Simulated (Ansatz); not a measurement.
# Field gradients of SiO2 from run to run

Cell of run 1: a Materials Project structure (computed, not necessarily an observed phase).

```cif
data_SiO2
_symmetry_space_group_name_H-M 'P6_322'
_symmetry_Int_Tables_number 182
_cell_length_a 5.0691
_cell_length_b 5.0691
_cell_length_c 8.5585
_cell_angle_alpha 90.000
_cell_angle_beta 90.000
_cell_angle_gamma 120.000
loop_
_atom_site_label
_atom_site_type_symbol
_atom_site_symmetry_multiplicity
_atom_site_Wyckoff_symbol
_atom_site_fract_x
_atom_site_fract_y
_atom_site_fract_z
Si Si 4 f 0.6667 0.3333 0.9371
O5 O 6 g 0.0000 0.4213 0.0000
O10 O 2 c 0.6667 0.3333 0.7500
```

One atom of each set is listed.

All runs are DFT with Ansatz 0.2.0 (plane waves and PAW, scalar-relativistic unless spin–orbit coupling is named, Γ-centred meshes, Fermi–Dirac smearing where given) in this cell.

Run 1: PBE, gradients read without the response of the cores, atoms as given; 420 eV, 6×6×3 k-points, smearing 0.02 eV.
Run 2: r2SCAN, gradients read without the response of the cores, atoms as given; 500 eV, 6×6×3 k-points, smearing 0.02 eV.
Run 3: HSE06, gradients read without the response of the cores, atoms as given; 420 eV, 4×4×2 k-points, smearing 0.02 eV.

```csv
run,O5 V_zz (η),O10 V_zz (η)
1,9.93 (0.12),10.56 (0.00)
2,9.86 (0.12),10.49 (0.00)
3,?,?
```

V_zz in 10²¹ V/m²; 2 of the 3 sets of like atoms are followed.

Task: Estimate the row of run 3.

Result: O5: 10.12 (0.12); O10: 10.75 (0.00). It lies nearest to run 1, from whose tensors on these sites it differs by 0.19 at most (largest principal value of the difference, on O10).

In run 1 the atoms aren't at the calculated equilibrium (largest force 0.25 eV/Å).
